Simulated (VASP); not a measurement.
As:

```
As
1.0
     4.56640    0.00000    0.00000
    -2.28320    3.95462    0.00000
     0.00000    0.00000    2.83374
As
2
Direct
  0.33333 0.66667 0.00000
  0.66667 0.33333 0.00000
```

The cell was built by a generator and needn't be a form met in nature.

```yaml
Program: VASP 6.6.1
Task: relaxation of cell and atoms
Functional: MS2
Potentials_or_basis: VASP PAW PBE potentials, release 64 (As)
Cutoff: 600 eV
k_mesh: 7 × 7 × 9
Occupations: gaussian, width 0.05 eV
Spin: no spin polarisation
```

At the start: pressure -3.0 GPa; volume 25.59 Å³/atom.

Q: Where does the relaxation end?

A: Over 5 steps the energy falls by 15.7 meV/atom and the volume is 24.08 Å³/atom (-5.9 %); space group P6/mmm (No. 191, to 0.05 Å).

The path:
```csv
step,energy change (eV),largest force (eV/Å),pressure (GPa),volume (Å³)
1,0.0000,0.0002,-3.04,51.17
2,-0.0225,0.0001,0.96,47.65
3,-0.0284,0.0000,-0.37,48.72
4,-0.0313,0.0001,0.06,48.11
5,-0.0313,0.0001,0.00,48.16
```

Final structure:
```xyz
2
Lattice="4.4685 0.0000 0.0000 -2.2343 3.8699 0.0000 0.0000 0.0000 2.7850" Properties=species:S:1:pos:R:3 pbc="T T T"
As    0.0000    2.5799    0.0000
As    2.2343    1.2900    0.0000
```

Caveat: the PAW data sets were made with another functional, which shifts forces and pressure a little.
